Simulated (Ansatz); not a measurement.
Write a Python script for Ansatz 0.2.0, Python API that makes the levels without and with spin-orbit coupling of MgTe, space group P6_3mc. Use (first run): LDA, PAW, the default cutoff (420 eV here), 6×6×4 k-points, cold smearing of 0.02 eV.

Contents of `mgte.cif`:
```cif
data_MgTe
_cell_length_a 4.520000
_cell_length_b 4.520000
_cell_length_c 7.330000
_cell_angle_alpha 90.00000
_cell_angle_beta 90.00000
_cell_angle_gamma 120.00000
_symmetry_space_group_name_H-M 'P 1'
_symmetry_Int_Tables_number 1
loop_
_symmetry_equiv_pos_as_xyz
'x, y, z'
loop_
_atom_site_label
_atom_site_type_symbol
_atom_site_fract_x
_atom_site_fract_y
_atom_site_fract_z
Mg1 Mg    0.333333    0.666667    0.000000
Mg2 Mg    0.666667    0.333333    0.500000
Te3 Te    0.333333    0.666667    0.385000
Te4 Te    0.666667    0.333333    0.885000
```

Script `mgte.py`:
```python
"""Levels of MgTe without and with spin-orbit coupling."""

import ansatz as az
from ase.io import read

SETTINGS = {
    "kgrid": (6, 6, 4),
    "occupations": "cold",
    "width_ev": 0.02,
}

atoms = read("mgte.cif")
cell = az.Crystal.from_ase(atoms)

job = (
    cell.calculation()
    .functional(az.Functional.LDA)
    .kpoints(*SETTINGS["kgrid"])
    .occupations(SETTINGS["occupations"], width=SETTINGS["width_ev"])
    .band_table()
)
for label, variant in (("scalar-relativistic", job), ("spin-orbit", job.spin(soc=True))):
    data = variant.run().report
    zero = data["band_edges_ev"][0] if data.get("band_edges_ev") else data["fermi_energy_ev"]
    near = [round(e - zero, 3) for e in data["eigenvalues_ev"][0] if abs(e - zero) < 4]
    print(label)
    print("  band edges (eV):", [round(e, 3) for e in data.get("band_edges_ev") or []] or "none reported")
    print("  levels at k =", data["kpoints_frac"][0], "within 4 eV of the zero:", near)
```

```console
$ python mgte.py
DeckWarning: the atoms were moved onto the symmetric positions of the space group found under crystal.symmetry.tolerance 1.0e-5 (fractional; no operation is sought that the atoms, as they stand in a [...]
DeckWarning: basis.ecutwfc = 420 eV, auto-derived from the records' recommended cutoffs: set by Mg (normal level)
scalar-relativistic
  band edges (eV): [4.564, 6.881]
  levels at k = [0.0, 0.0, 0.0] within 4 eV of the zero: [-3.441, -0.652, -0.652, -0.15, -0.15, 0.0, 2.317, 2.759]
spin-orbit
  band edges (eV): [4.802, 6.887]
  levels at k = [0.0, 0.0, 0.0] within 4 eV of the zero: [-3.716, -3.716, -1.154, -1.154, -0.955, -0.955, -0.639, -0.639, -0.106, -0.106, -0.0, 0.0, 2.085, 2.085, 2.523, 2.523]
```
(Warnings from the package without file and line, shortened, repeats left out.)

What to keep in mind:
- The computed bands are complete only to about 4.1 eV above the Fermi level.
- The starting cell is as deposited in a crystallographic database; the results hold for this polymorph, which needn't be the stable one.
- Gaps and levels are Kohn-Sham values on a finite set of k-points.
- With spin-orbit coupling each level holds one electron and, with inversion or at time-reversal points, comes in pairs; a window in energy can cut a split set.
- The whole script took 48 s on 1 thread of Intel(R) Xeon(R) Processor @ 2.70GHz (shared host), peak memory 0.84 GiB.
